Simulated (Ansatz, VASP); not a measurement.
# CdS (Hawleyite) in two plane-wave programs

Aim: how closely do two programs agree when they are given the same cell, functional and k mesh? The cell is taken from a series of VASP runs on this material, whose earlier steps may have relaxed, scaled or displaced it; both programs get it as it stands.

Method: plane waves, with VASP 6.6.1 beside it; band structure at HSE06 and band structure at r2SCAN-EpsX with an exact-exchange share of 0.151, in Ansatz 0.2.0.

**1. The starting structure**

It takes space group F-43m (No. 216, cubic). Conventional cell: a = 5.833 Å, b = 5.833 Å, c = 5.833 Å, α = 90.00°, β = 90.00°, γ = 90.00°. Cd has 4 S at 2.53 Å nearest. Nearest to S lie 4 Cd at 2.53 Å. Farther neighbours and most contacts between anions are not listed.

**2. Ansatz: band structure, HSE06**

Ansatz runs on its default PAW (the set named soft_2) files.

Levels along a path test the potential and the projectors away from the mesh points.

File input.yaml:

```yaml
crystal:
  lattice:
    - [0.0, 2.9165, 2.9165]
    - [2.9165, 0.0, 2.9165]
    - [2.9165, 2.9165, 0.0]
  atoms:
    - { symbol: Cd, position: [0.0, 0.0, 0.0] }
    - { symbol: S, position: [0.75, 0.75, 0.75] }
hamiltonian:
  xc: { exchange: pbe, correlation: pbe, exx: { coeff: 0.25, omega: 0.2 } }
  pseudopotentials: { kind: paw }
kpoints:
  mp_grid: { grid: [4, 4, 4] }
  band_path:
    path:
      - [0.0, 0.0, 0.0]
      - [0.5, 0.0, 0.5]
      - [0.5, 0.22222, 0.72222]
      - [0.40278, 0.34722, 0.75]
      - [0.125, 0.125, 0.25]
      - [0.27778, 0.27778, 0.27778]
      - [0.55556, 0.38889, 0.55556]
      - [0.58333, 0.25, 0.66667]
      - [0.5, 0.30556, 0.69444]
      - [0.48611, 0.48611, 0.52778]
      - [0.625, 0.25, 0.625]
      - [0.5, 0.0, 0.5]
    npoints: 1
scf:
  occupations: { method: gaussian, width: 0.03 }
  n_extra_bands: 7
output:
  forces: true
  stress: true
  eigenvalues: true
```

The run is started by

```console
ansatz run input.yaml --threads 4 --pin off --max-ram 9216MiB --backend cpu --events-out ev --progress --plain --runs-dir out
```

Numbers of over 12 decimals in the logs are rounded to 6 here.

The log of the run:

```text
Warning: output.stress: scf.convergence.dr2_threshold = 1e-7 eV (the SCF's general default) is looser than the 2e-10 eV advised for a printed stress (1e-10 eV for each atom of the cell: 2). What an SCF threshold leaves in a stress goes as its square root, and in the free energy as the threshold itself, and one threshold admits the most on a small cell: [figures from the program's tests cut] Set scf.convergence.dr2_threshold to 2e-10 eV or tighter. The threshold is an SCF's pass mark: one that does not reach it within its budget of iterations ends unconverged, or closes short of it on a stop that the run arms, and scf.convergence.dr2_threshold's page says what that costs each kind of run
Warning: output.stress: scf.exx.energy_threshold = 1e-6 eV is looser than the 2e-8 eV advised for a stress under a hybrid functional (1e-8 eV for each atom of the cell: 2). Every SCF of the exchange loop can meet its threshold on dr2 while the loop round them stops early: no threshold on dr2 bounds what that leaves in the stress. Set scf.exx.energy_threshold to 2e-8 eV or tighter. The threshold is the loop's pass mark: a loop that does not reach it within its budget of cycles ends unconverged, and scf.exx.energy_threshold's page has the law
scf.n_extra_bands = 7 over 13 filled bands (N_el = 26.0): the run solves 20 bands
Engine: ansatz 0.2.0, aarch64-unknown-linux-gnu
Pseudopotentials: kind: paw
Pseudopotential: Cd, paw, valence charge 20, recommended cutoff 420 eV (normal), Cd.paw.azcp
Pseudopotential: S, paw, valence charge 6, recommended cutoff 420 eV (normal), S.paw.azcp
Functional definition: unnamed
  parameter a_1 = 0.25
  parameter omega_1 = 0.2/angstrom
  exchange = pbe_x + (-a_1)*pbe_x_sr(omega_1) + a_1*exact_x_sr(omega_1)
  correlation = pbe_c
Crystal: 2 atoms, lattice volume = 49.615 Å³
Basis set: ecut = 420 eV, 941 PW (Γ), exchange–correlation on 60×60×60 points (8 copies of the dense FFT grid, shifted against one another)
Bands: 20, of which v1, the nominal top of the filled ones, is band 13 counted from 1 (12 counted from 0)
Symmetry: 24 space group operations
Space group: F-43m (ITA 216), of the structure as read, at distance tolerance 3.7e-5 Å
k-points: 8 of 64 (time reversal used)
Non-local potential: Cd, projectors of the file, l = 0: 3, l = 1: 2, l = 2: 2, l = 3: 1
Non-local potential: S, projectors of the file, l = 0: 2, l = 1: 2, l = 2: 2
PAW form: soft (Blöchl's): semilocal exchange-correlation on the pseudo side does not see the compensation charge
PAW frozen core: Cd, regenerated for the run's functional, and the local potential with it (the file was generated under x = pbe(κ = 0.804, μ = 0.219515), c = pbe(β = 0.066725))
PAW frozen core: S, regenerated for the run's functional, and the local potential with it (the file was generated under x = pbe(κ = 0.804, μ = 0.219515), c = pbe(β = 0.066725))
PAW one-centre angular grid: Cd, 590 points (default); XC on 64 Gauss nodes
PAW one-centre angular grid: S, 110 points (default); XC on 64 Gauss nodes
Initial density: superposition of atomic densities (neutral atoms: chi_scale 0, normalization atom), corrected by the library's trained network
Initial wavefunctions: pseudopotential atomic-orbital guess
Functional: x = pbe(κ = 0.804, μ = 0.219515), c = pbe(β = 0.066725), warm-up for x = pbe(κ = 0.804, μ = 0.219515) + 0.25 (exact − pbe) at short range (hse, ω = 0.2 Å⁻¹), c = pbe(β = 0.066725)
SCF iter   1: F=—  HF=-9157.772147 eV  |F-HF|=—  |Δ(HF+E_count)|=         —  Δρ=6.99e-4  dr2=1.30e-4  ethr=1.77e-3  ⟨swp⟩=10.2  Hψ=806  notcnv=0
preconditioner: auto → none  [insulator: Δε(μ)=1.134 eV  Ē_g=14.734 eV  σ=0.030 eV  W_gap=1.00  n_scr=14 (ndim 8)  ℏωp=22.4 eV  f_vac=0.128  D(μ)=0.00/eV (n_scr^D=0)]
SCF iter   2: F=-9157.772286 eV  HF=-9157.772256 eV  |F-HF|=2.96e-5  |Δ(HF+E_count)|=   1.09e-4  Δρ=2.76e-4  dr2=2.77e-5  ethr=5.01e-7  ⟨swp⟩=4.6  Hψ=480  notcnv=0  defer=3
SCF 1 stopped early in 2 iterations: F = -9157.772286 eV  dr2 = 2.77e-5
  greatest PAW one-centre occupation: 1.000 electrons in one spin orbital (limit 2), on the Cd atom at site 0 (counted from 0), in its partial waves of l = 0
Initial density: handed on by an earlier stage of this run
Initial wavefunctions: those handed on with the density
Functional: x = pbe(κ = 0.804, μ = 0.219515) + 0.25 (exact − pbe) at short range (hse, ω = 0.2 Å⁻¹), c = pbe(β = 0.066725)
Exchange kernel: α = 0.2500, screened, ω = 0.2000 Å⁻¹, Wigner–Seitz truncation, v(0) = 1108.0615 eV·Å³, q-mesh 4×4×4, nearest image of the exchange supercell L = 16.50 Å, pair-density grid 18×18×18, without the augmentation charges, whose exchange is taken in its separable form by FFT convolution over the k-point mesh (sized by the pseudopotential files, 24×24×24 at the most), smooth part of the exact exchange by density-matrix convolution
Frozen-core exchange: fock
SCF iter   1: F=—  HF=-9162.165299 eV  |F-HF|=—  |Δ(HF+E_count)|=         —  Δρ=6.88e-3  dr2=1.87e-2  ethr=1.06e-6  ⟨swp⟩=7.1  Hψ=763  notcnv=0
preconditioner: auto → none  [insulator: Δε(μ)=2.155 eV  Ē_g=16.916 eV  σ=0.030 eV  W_gap=1.00  n_scr=14 (ndim 8)  ℏωp=22.4 eV  f_vac=0.129  D(μ)=0.00/eV (n_scr^D=0)]
SCF iter   2: F=—  HF=-9162.160403 eV  |F-HF|=—  |Δ(HF+E_count)|=   4.90e-3  Δρ=2.49e-3  dr2=2.09e-3  ethr=1.06e-6  ⟨swp⟩=4.0  Hψ=492  notcnv=0
SCF iter   3: F=—  HF=-9162.166508 eV  |F-HF|=—  |Δ(HF+E_count)|=   6.10e-3  Δρ=1.64e-3  dr2=8.79e-4  ethr=1.06e-6  ⟨swp⟩=4.0  Hψ=434  notcnv=0
SCF iter   4: F=—  HF=-9162.166334 eV  |F-HF|=—  |Δ(HF+E_count)|=   1.73e-4  Δρ=5.07e-4  dr2=8.17e-5  ethr=1.06e-6  ⟨swp⟩=3.0  Hψ=312  notcnv=0
SCF iter   5: F=—  HF=-9162.166417 eV  |F-HF|=—  |Δ(HF+E_count)|=   8.28e-5  Δρ=1.95e-4  dr2=1.46e-5  ethr=2.77e-7  ⟨swp⟩=3.1  Hψ=291  notcnv=0
iter 6 solved again at ethr=6.79e-10 eV; its pass at ethr=5.22e-8 eV (dr2=1.77e-7 eV) is discarded
SCF iter   6: F=-9162.166414 eV  HF=-9162.166414 eV  |F-HF|=8.44e-8  |Δ(HF+E_count)|=   2.93e-6  Δρ=2.43e-5  dr2=1.25e-6  ethr=6.79e-10  ⟨swp⟩=4.6  Hψ=723  notcnv=0  defer=2
SCF 2 stopped early in 6 iterations: F = -9162.166414 eV  dr2 = 1.25e-6
  greatest PAW one-centre occupation: 1.001 electrons in one spin orbital (limit 2), on the Cd atom at site 0 (counted from 0), in its partial waves of l = 1
hybrid outer 1: dexx = +7.285e-3 eV, tail = 2.19e-5 eV
Exchange kernel: α = 0.2500, screened, ω = 0.2000 Å⁻¹, Wigner–Seitz truncation, v(0) = 1108.0615 eV·Å³, q-mesh 4×4×4, nearest image of the exchange supercell L = 16.50 Å, pair-density grid 18×18×18, without the augmentation charges, whose exchange is taken in its separable form by FFT convolution over the k-point mesh (sized by the pseudopotential files, 24×24×24 at the most), smooth part of the exact exchange by density-matrix convolution
Frozen-core exchange: fock
SCF iter   1: F=—  HF=-9162.166462 eV  |F-HF|=—  |Δ(HF+E_count)|=         —  Δρ=4.99e-5  dr2=3.38e-7  ethr=4.20e-7  ⟨swp⟩=4.1  Hψ=357  notcnv=0
preconditioner: auto → none  [insulator: Δε(μ)=2.196 eV  Ē_g=16.845 eV  σ=0.030 eV  W_gap=1.00  n_scr=14 (ndim 8)  ℏωp=22.4 eV  f_vac=0.134  D(μ)=0.00/eV (n_scr^D=0)]
SCF iter   2: F=—  HF=-9162.166462 eV  |F-HF|=—  |Δ(HF+E_count)|=   4.08e-8  Δρ=1.67e-5  dr2=7.28e-8  ethr=1.24e-9  ⟨swp⟩=3.6  Hψ=370  notcnv=0
SCF iter   3: F=—  HF=-9162.166462 eV  |F-HF|=—  |Δ(HF+E_count)|=   1.09e-8  Δρ=3.40e-6  dr2=1.47e-8  ethr=2.17e-10  ⟨swp⟩=3.0  Hψ=335  notcnv=0
SCF iter   4: F=-9162.166462 eV  HF=-9162.166462 eV  |F-HF|=2.32e-9  |Δ(HF+E_count)|=   6.48e-8  Δρ=2.13e-6  dr2=2.81e-9  ethr=1.04e-11  ⟨swp⟩=4.2  Hψ=450  notcnv=0
SCF 3 converged in 4 iterations: F = -9162.166462 eV  dr2 = 2.81e-9
  Residual-converged pass: ⟨swp⟩=2.0  Hψ=215  notcnv=0  max |occ|·‖R‖ = 2.2e-6 eV (tolerance 2.4e-6 eV)  dr2=2.81e-9  dr2_onsite=2.47e-10  max |Δocc| = 0.0e0
hybrid outer 2: dexx = +1.932e-7 eV, tail = 2.48e-8 eV, Δε = 3.04e-3 eV (about 1.18e-4 eV left of the loop's levels)
NSCF: frozen V_eff on 12 k-points
hybrid SCF converged: 2 outer / 10 inner (+2 warm-up), last move |dexx| = 1.93e-7 eV, tail = 2.48e-8 eV
Stability not checked: this state was not tested for a lower state beside it, because the functional holds exact exchange (a hybrid, or Hartree-Fock), whose exchange loop this test does not read (fock_operator; see scf.lower_state_search)
Free energy (F): -9162.166462 eV
Frozen-core exchange: fock
Harris-Foulkes:  -9162.166462 eV  (|F-HF|=2.32e-9)
Internal energy: -9162.166462 eV  (E = F + TS)
E sigma→0 (E₀):  -9162.166462 eV
Fermi energy:    7.361643 eV
--- Per-component energies (eV) ---
  E_band       = -570.466642
  E_kinetic    = 612.981128
  E_local      = -4016.441300  (includes V_loc(G=0)·N_el)
  E_nonlocal   = 62.849358
  E_hartree    = 1847.316902
  E_xc         = -218.755212
  E_vxc        = -245.481628  (∫ρ·V_xc dr)
  E_exx        = -100.103738  (= α·E_x^exact, valence–valence)
  E_paw        = -4644.336823  (= ΣΔE_a)
  E_vpaw       = -478.802343  (= ΣTr[D̂ρ^β])
  E_aug_tail   = 0.000016  (compensation charges beyond the density's cutoff)
  E_ewald      = -2704.981299
  E_core_change = -0.695494  (= ΣΔE_core)
  E_smearing   = -0.000000  (= −TS)
  E_closure    = -0.000000  (closes the sum)
  Σ components = -9162.166462   (vs F -9162.166462, Δ=1.82e-12)
--- Forces (eV/Å), atoms counted from 1 ---
  atom   1  Cd    -0.00000000     0.00000000    -0.00000000
  atom   2  S      0.00000000     0.00000000    -0.00000000
  max |Σ_I F_I| component: 9.25e-17 eV/Å
--- Stress (GPa, compression-positive) ---
        1.841760       0.000000      -0.000000
       -0.000000       1.841760       0.000000
       -0.000000       0.000000       1.841760
  P = ⅓ Tr σ = 1.8418 GPa (18.418 kbar)
--- Band table (eV; the first three rows and the last of 8) ---
  k-point 0: bands = [... 9 lower, -2.1499, 6.2633, 6.2633, 6.2633, 8.4595, 13.9879, 13.9879, 13.9879, ... 3 higher]
  k-point 1: bands = [... 9 lower, -2.1465, 3.6430, 5.8401, 5.8401, 10.1445, 13.7099, 14.5175, 14.5175, ... 3 higher]
  k-point 2: bands = [... 9 lower, -1.7282, 1.5767, 5.4593, 5.4593, 10.3989, 14.4348, 14.4348, 14.9486, ... 3 higher]
  k-point 7: bands = [... 9 lower, -1.4582, 2.1504, 3.8716, 3.8920, 12.6998, 13.0593, 14.7154, 15.3794, ... 3 higher]
```

Run time: 13 s. Hardware: 4 threads of Arm Neoverse V2, shared host; peak memory 0.65 GiB; 46 s of CPU time.

In the SCF lines HF is the Harris–Foulkes energy and dr2 the Hartree energy of the density residual, in eV; the loop may stop once dr2 is under the threshold and the program's other checks hold. Hψ counts applications of the Hamiltonian.

**3. VASP: band structure, HSE06**

The same cell, functional, mesh and smearing now go to VASP, with its own data sets and cutoff.

Lines of VASP's logs that name or quote its potential files are left out, and so is its time.

The run reads the wave functions of an earlier VASP run, which isn't shown here.

File INCAR:

```
SYSTEM = CdS
PREC = Accurate
ENCUT = 357
EDIFF = 1E-06
NELM = 100
ISMEAR = 0
SIGMA = 0.03
LREAL = .FALSE.
ALGO = Normal
LHFCALC = .TRUE.
AEXX = 0.25
GGA = PE
HFSCREEN = 0.2
LASPH = .TRUE.
NBANDS = 15
PRECFOCK = Fast
LORBIT = 11
LWAVE = .FALSE.
LCHARG = .FALSE.
KPAR = 4
```

File POSCAR:

```
CdS
1.0
    0.0000000000      2.9165000000      2.9165000000
    2.9165000000      0.0000000000      2.9165000000
    2.9165000000      2.9165000000      0.0000000000
Cd S
1 1
Direct
    0.0000000000      0.0000000000      0.0000000000
    0.7500000000      0.7500000000      0.7500000000
```

File KPOINTS:

```
Automatic mesh
0
Gamma
4 4 4
0 0 0
```

File KPOINTS_OPT:

```
Line mode
10
Line-mode
Reciprocal
  0.00000000   0.00000000   0.00000000 GAMMA
  0.50000000   0.00000000   0.50000000 X

  0.50000000   0.00000000   0.50000000 X
  0.50000000   0.25000000   0.75000000 W

  0.50000000   0.25000000   0.75000000 W
  0.37500000   0.37500000   0.75000000 K

  0.37500000   0.37500000   0.75000000 K
  0.00000000   0.00000000   0.00000000 GAMMA

  0.00000000   0.00000000   0.00000000 GAMMA
  0.50000000   0.50000000   0.50000000 L

  0.50000000   0.50000000   0.50000000 L
  0.62500000   0.25000000   0.62500000 U

  0.62500000   0.25000000   0.62500000 U
  0.50000000   0.25000000   0.75000000 W

  0.50000000   0.25000000   0.75000000 W
  0.50000000   0.50000000   0.50000000 L

  0.50000000   0.50000000   0.50000000 L
  0.37500000   0.37500000   0.75000000 K

  0.62500000   0.25000000   0.62500000 U
  0.50000000   0.00000000   0.50000000 X
```

Potentials, in the order of the species: Cd and S (PBE family, release 64).

The run is started by

```console
mpirun -np 4 vasp_std
```

The log of the run:

```text
[banner, memory and clock lines left out]
running    4 mpi-ranks, on    1 nodes
 distrk:  each k-point on    1 cores,    4 groups
 distr:  one band on    1 cores,    1 groups

 POSCAR found type information on POSCAR CdS
 POSCAR found :  2 types and       2 ions
 LDA part: xc-table for (Slater+PW92), standard interpolation
 found WAVECAR, reading the header
 POSCAR, INCAR and KPOINTS ok, starting setup
 FFT: planning ... GRIDC
 FFT: planning ... GRID_SOFT
 FFT: planning ... GRID
 reading WAVECAR
 the WAVECAR file was read successfully
 initial charge from wavefunction
 entering main loop
       N       E                     dE             d eps       ncg     rms          rms(c)
DAV:   1    -0.761893650802E+01   -0.76189E+01   -0.10515E+00   247   0.117E+01    0.338E+00
DAV:   2    -0.760613165951E+01    0.12805E-01   -0.87826E-02   268   0.412E+00    0.186E+00
DAV:   3    -0.759820284657E+01    0.79288E-02   -0.16292E-02   282   0.152E+00    0.116E+00
DAV:   4    -0.759738631476E+01    0.81653E-03   -0.26115E-03   261   0.473E-01    0.740E-01
DAV:   5    -0.759728149629E+01    0.10482E-03   -0.29883E-04   268   0.138E-01    0.446E-01
DAV:   6    -0.759722477298E+01    0.56723E-04   -0.24290E-05   268   0.436E-02    0.253E-01
DAV:   7    -0.759720307490E+01    0.21698E-04   -0.11082E-05   268   0.240E-02    0.138E-01
DAV:   8    -0.759719711039E+01    0.59645E-05   -0.44844E-06   268   0.146E-02    0.750E-02
DAV:   9    -0.759719574417E+01    0.13662E-05   -0.16351E-06   238   0.930E-03    0.415E-02
DAV:  10    -0.759719551896E+01    0.22521E-06   -0.67174E-07   190   0.607E-03
   1 F= -.75971955E+01 E0= -.75971955E+01  d E =-.102686E-24
 Start KPOINTS_OPT (optional k-point list driver)
k-point batch [1-8\100]
       N       E                     dE             ncg
DAV:   1     0.118661063049E+03   -0.15032E+04      248
DAV:   2    -0.813181885065E+03   -0.93184E+03      268
DAV:   3    -0.857592326025E+03   -0.44410E+02      324
DAV:   4    -0.858147725631E+03   -0.55540E+00      317
DAV:   5    -0.858151917787E+03   -0.41922E-02      317
DAV:   6    -0.858151978939E+03   -0.61152E-04      303
DAV:   7    -0.858151980463E+03   -0.15247E-05      310
DAV:   8    -0.858151980507E+03   -0.44014E-07      232
[...]
k-point batch [97-100\100]
       N       E                     dE             ncg
DAV:   1     0.209344258895E+04   -0.22363E+04      144
DAV:   2     0.170660811117E+04   -0.38683E+03      148
DAV:   3     0.169201317385E+04   -0.14595E+02      155
DAV:   4     0.169185736374E+04   -0.15581E+00      176
DAV:   5     0.169185609167E+04   -0.12721E-02      155
DAV:   6     0.169185607514E+04   -0.16528E-04      148
DAV:   7     0.169185607482E+04   -0.32085E-06      132
```

Parts of OUTCAR (step 3):

```text
ion  position               nearest neighbor table
   1  0.000  0.000  0.000-   2 2.53   2 2.53   2 2.53   2 2.53
   2  0.750  0.750  0.750-   1 2.53   1 2.53   1 2.53   1 2.53

  LATTYP: Found a face centered cubic cell.
 ALAT       =     5.8330000000

 Subroutine GETGRP returns: Found 24 space group operations
 (whereof 24 operations were pure point group operations)

The static configuration has the point symmetry T_d .

 Found      8 irreducible k-points:

   k-points           NKPTS =      8   k-points in BZ     NKDIM =     64   number of bands    NBANDS=     15

   dimension x,y,z NGX =    28 NGY =   28 NGZ =   28
   dimension x,y,z NGXF=    56 NGYF=   56 NGZF=   56

   ENCUT  =  357.0 eV  26.24 Ry    5.12 a.u.   6.35  6.35  6.35*2*pi/ulx,y,z

   NELECT =      18.0000    total number of electrons

 k-points in reciprocal lattice and weights: Automatic mesh
   0.00000000  0.00000000  0.00000000       0.016
   0.25000000  0.00000000  0.00000000       0.125
   0.50000000  0.00000000  0.00000000       0.062
   0.25000000  0.25000000  0.00000000       0.094
   0.50000000  0.25000000  0.00000000       0.375
  -0.25000000  0.25000000  0.00000000       0.188
   0.50000000  0.50000000  0.00000000       0.047
  -0.25000000  0.50000000  0.25000000       0.094

  exchange ACFDT corr.  =         0.00000000  see jH, gK, PRB 81, 115126

 average (electrostatic) potential at core
       1 -32.7922       2 -85.5005

 E-fermi :   0.8766

 k-point     1 :       0.0000    0.0000    0.0000
  band No.  band energies     occupation
    ...
      5      -7.7076      2.00000
      6      -7.7076      2.00000
      7       0.6636      2.00000
      8       0.6636      2.00000
      9       0.6636      2.00000
     10       2.8604      0.00000
     11       8.3900      0.00000
     12       8.3900      0.00000
     13       8.3900      0.00000
     14      13.4475      0.00000
    ...

 k-point     2 :       0.2500    0.0000    0.0000
  band No.  band energies     occupation
    ...
      5      -7.7045      2.00000
      6      -7.7045      2.00000
      7      -1.9649      2.00000
      8       0.2391      2.00000
      9       0.2391      2.00000
     10       4.5454      0.00000
     11       8.1322      0.00000
     12       8.9225      0.00000
     13       8.9225      0.00000
     14      12.5600      0.00000
    ...

 k-point     3 :       0.5000    0.0000    0.0000
  band No.  band energies     occupation
    ...
      5      -7.6739      2.00000
      6      -7.2902      2.00000
      7      -4.0358      2.00000
      8      -0.1420      2.00000
      9      -0.1420      2.00000
     10       4.7950      0.00000
     11       8.8365      0.00000
     12       8.8365      0.00000
     13       9.3689      0.00000
     14      13.0081      0.00000
    ...

  energy-cutoff  :      357.00
  volume of cell :       49.62
      direct lattice vectors                 reciprocal lattice vectors
     0.000000000  2.916500000  2.916500000    -0.171438368  0.171438368  0.171438368
     2.916500000  0.000000000  2.916500000     0.171438368 -0.171438368  0.171438368
     2.916500000  2.916500000  0.000000000     0.171438368  0.171438368 -0.171438368

 POSITION                                       TOTAL-FORCE (eV/Angst)
 -----------------------------------------------------------------------------------
      0.00000      0.00000      0.00000         0.000000      0.000000      0.000000
      4.37475      4.37475      4.37475        -0.000000     -0.000000     -0.000000
 -----------------------------------------------------------------------------------
    total drift:                               -0.000087     -0.000113     -0.000063

  FREE ENERGIE OF THE ION-ELECTRON SYSTEM (eV)
  ---------------------------------------------------
  free  energy   TOTEN  =        -7.5971955190 eV

  energy  without entropy=       -7.5971955190  energy(sigma->0) =       -7.59719552

 total charge
# of ion       s       p       d       tot
------------------------------------------
    1        0.399   0.325   9.594  10.318
    2        1.310   2.437   0.000   3.747
--------------------------------------------------
tot          1.709   2.763   9.594  14.066

[... 3 further parts left out ...]
```

(Part 1 of 2 ends here.)

[Lines on the potential files, build, host, timing and source positions are cut from VASP's logs without a mark.]

[Logs are printed without paths, hosts, clocks, repeated set-up lines and the standing remarks that a program may print on its own settings, such as how far it seeks lower states.]

[Hosts, paths, dates, database ids (printed as entryN), source tags and the programs' standing remarks are cut or masked in the printed files.]
